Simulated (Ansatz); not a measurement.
**Cost of a DFT run on SiO2**

```yaml
crystal:
  lattice:
    - [-4.94147894, 4.94147894, 4.94147894]
    - [4.94147894, -4.94147894, 4.94147894]
    - [4.94147894, 4.94147894, -4.94147894]
  atoms:
    - { symbol: Si, position: [0.3138788, 0.3138788, 0.3138788] }
    - { symbol: Si, position: [0.0, 0.3138788, 0.0] }
    - { symbol: Si, position: [0.0, 0.0, 0.3138788] }
    - { symbol: Si, position: [0.3138788, 0.0, 0.0] }
    - { symbol: Si, position: [0.0, 0.0, 0.6861212] }
    - { symbol: Si, position: [0.6861212, 0.0, 0.0] }
    - { symbol: Si, position: [0.0, 0.6861212, 0.0] }
    - { symbol: Si, position: [0.6861212, 0.6861212, 0.6861212] }
    - { symbol: O, position: [0.5, 0.5, 0.5] }
    - { symbol: O, position: [0.0, 0.5, 0.0] }
    - { symbol: O, position: [0.0, 0.0, 0.5] }
    - { symbol: O, position: [0.5, 0.0, 0.0] }
    - { symbol: O, position: [0.18888488, 0.18888488, 0.37776976] }
    - { symbol: O, position: [0.18888488, 0.37776976, 0.18888488] }
    - { symbol: O, position: [0.81111512, 0.0, 0.18888488] }
    - { symbol: O, position: [0.0, 0.81111512, 0.18888488] }
    - { symbol: O, position: [0.37776976, 0.18888488, 0.18888488] }
    - { symbol: O, position: [0.18888488, 0.81111512, 0.0] }
    - { symbol: O, position: [0.81111512, 0.18888488, 0.0] }
    - { symbol: O, position: [0.18888488, 0.0, 0.81111512] }
    - { symbol: O, position: [0.62223024, 0.81111512, 0.81111512] }
    - { symbol: O, position: [0.81111512, 0.62223024, 0.81111512] }
    - { symbol: O, position: [0.0, 0.18888488, 0.81111512] }
    - { symbol: O, position: [0.81111512, 0.81111512, 0.62223024] }
kpoints:
  mp_grid: { grid: [3, 3, 3] }
scf:
  occupations: { method: fermi_dirac, width: 0.02 }
hamiltonian:
  xc: pbe
  pseudopotentials: { kind: paw, frozen_core: stored }
output:
  forces: true
  stress: true
  populations: true
  efg: { quadrupole_moments_barn: { O: -0.02558 } }
```

```sh
ansatz run input.yaml --threads 1 --pin off --max-ram 3072MiB --backend cpu --events-out ev --progress --plain --runs-dir out
```

It runs on 1 thread of AMD EPYC 9R14 (Zen 4) (x86_64; 16 cores open to the job, memory cap 3.0 GiB, no GPU), a shared host with a load of 0.2 a core.

Q: How much time and memory should be set aside?

A: About 9 s of wall time (8.9 s of CPU time) and 0.73 GiB. The run holds 128 valence electrons in 88 bands, about 9453 plane waves a k-point and 4 irreducible k-points, and took 7 SCF iterations. Times on a shared host vary by tens of per cent.
